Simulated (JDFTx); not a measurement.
## Ti under changes of volume

One of the cells (17.636 Å³/atom); the others are scaled copies at fixed shape and fractional positions:

```
Ti
1.0
     2.95000    0.00000    0.00000
    -1.47500    2.55477    0.00000
     0.00000    0.00000    4.68000
Ti
2
Cartesian
  1.4750 0.8516 3.5100
  0.0000 1.7032 1.1700
```

```yaml
Program: JDFTx 1.7.0 (patched build)
Functional: r2SCAN
Potentials_or_basis: SG15-PBE-1.2 with smoothed tails
Cutoff: 1088 eV
Density_cutoff: 8708 eV
k_mesh: 6 × 6 × 4
Occupations: fermi-dirac, width 0.05 eV
Spin: no spin polarisation
```

```csv
volume (Å³/atom),energy over the lowest point (meV/atom),pressure (GPa)
16.577,?,?
16.930,4.11,3.1
17.283,0.00,0.6
17.636,1.32,-1.8
17.988,7.62,-4.0
18.341,18.47,-6.0
18.694,33.54,-7.8
```

Question: What does the run at 16.577 Å³/atom give?

Answer: Energy over the lowest point 14.13 meV/atom; pressure 5.9 GPa.

Worked out: A Birch-Murnaghan fit of order 3 (a polynomial in V^(-2/3)) to the other rows has its minimum at 17.37 Å³/atom with B0 = V·E''(V) = 119 GPa and B' = 3.3 at fixed shape and positions, which overstates the stiffness. It gives 14.15 meV/atom at 16.577 Å³/atom, against the run's 14.13, and -dE/dV = 6.0 GPa, against 5.9.

Energies are extrapolated to zero smearing.

Caveats: all runs use coarse meshes; the potentials were made for another functional, which shifts forces and pressure.
